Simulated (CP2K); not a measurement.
Hf under changes of volume

One of the cells (23.523 Å³/atom); the others are scaled copies at fixed shape and fractional positions:

```xyz
1
Lattice="3.1264 0.0000 0.0000 -1.0421 2.9476 0.0000 -1.0421 -1.4738 2.5527" Properties=species:S:1:pos:R:3 pbc="T T T"
Hf    0.0000    0.0000    0.0000
```

This isn't the form of Hf at room conditions, which is hcp.

| Property | Result |
| --- | --- |
| Program | CP2K 2026.2 |
| Functional | r2SCAN |
| Potentials or basis | POTENTIAL_UZH Hf GTH-SCAN-q12; TZVP-MOLOPT-SCAN-GTH basis |
| Density cutoff | 9184 eV |
| k mesh | 10 × 10 × 10 |
| Occupations | fermi-dirac, width 0.05 eV |
| Spin | no spin polarisation |

```tsv
volume (Å³/atom)	energy over the lowest point (meV/atom)	pressure (GPa)
22.112	0.00	-2.9
22.582	11.74	-4.8
23.052	28.73	-6.5
23.523	50.59	-8.1
23.993	?	?
24.464	106.97	-10.8
24.934	140.78	-12.0
```

Question: What does the run at 23.993 Å³/atom give?

Answer: Energy over the lowest point 76.80 meV/atom; pressure -9.5 GPa.

Worked out: A Birch-Murnaghan fit of order 3 (a polynomial in V^(-2/3)) to the other rows has no minimum within the range. It gives 76.75 meV/atom at 23.993 Å³/atom, against the run's 76.80, and -dE/dV = -9.6 GPa, against -9.5.

Energies are extrapolated to zero smearing.

Caveats: the basis of atomic orbitals isn't converged, which shifts pressures, moduli and gaps.
